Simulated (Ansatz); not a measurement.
Runs of Ansatz 0.2.0 on PbS (Galena). It takes space group Fm-3m (No. 225, cubic). The conventional cell has a = 5.931 Å, b = 5.931 Å, c = 5.931 Å, α = 90.00°, β = 90.00°, γ = 90.00°. Pb (site symmetry m-3m) is surrounded by 6 S at 2.97 Å. S (site symmetry m-3m) has 6 Pb at 2.97 Å as nearest neighbours. 

| task | level | spin | cell | k mesh | cutoff (eV) | smearing | atoms under strain | broadening | q mesh | points for each segment of the path | gap on the mesh (eV) | pressure (GPa) |
| --- | --- | --- | --- | --- | --- | --- | --- | --- | --- | --- | --- | --- |
| elastic constants | PBEsol | off | as given | 6 × 6 × 6 | 420 | fixed | relaxed | - | - | - | 0.25 | -0.9 |
| relaxation of cell and atoms | PBEsol+D4 | collinear, ferromagnetic start | relaxed | 8 × 8 × 8 | 420 | gaussian 0.01 eV | - | - | - | - | (b) | 0.0 |
| optical spectrum | PBEsol+D3(BJ) | SOC, no magnetisation | as given | 6 × 6 × 6 | 420 | gaussian 0.01 eV | - | 0.2 eV | - | - | 0.17 | - |
| phonons | PBEsol | off | as given | 6 × 6 × 6 | 420 | fixed | - | - | 2 × 2 × 2 | 8 | 0.25 | - |
| band structure | PBEsol | off | as given | 8 × 8 × 8 | 420 | gaussian 0.05 eV | - | - | - | 14 | 0.25 | (a) |
| atomic charges | r2SCAN | off | as given | 8 × 8 × 8 | 500 | gaussian 0.01 eV | - | - | - | - | 0.61 | 1.3 |
| single point | PBE | off | as given | 8 × 8 × 8 | 420 | gaussian 0.1 eV | - | - | - | - | 0.36 | (c) |
| Born charges and dielectric tensor | PBEsol | off | as given | 8 × 8 × 8 | 420 | fixed | - | - | - | - | 0.25 | - |

Alike in all rows: potentials or basis Ansatz PAW.

Q: Fill in the values left out.

A: (a) -0.8; (b) 0.11; (c) 2.2.

Caveats: spin-orbit coupling is left out, which as a rule narrows the gap of such compounds by several tenths of an eV (some runs); the PAW data sets come from PBE, with cores solved anew for the run's functional, which leaves a small shift of forces and pressure (some runs); the plane-wave basis is chosen anew once the cell has moved, so the energies of steps on either side of that aren't comparable (some runs); the starting moments weren't kept (some runs); spectra need much finer meshes, so this one isn't converged (some runs); independent-particle spectra lack excitons (some runs); some modes are imaginary (some runs).

A k mesh can miss the band edges, and rows without SOC leave out spin-orbit coupling on Pb.
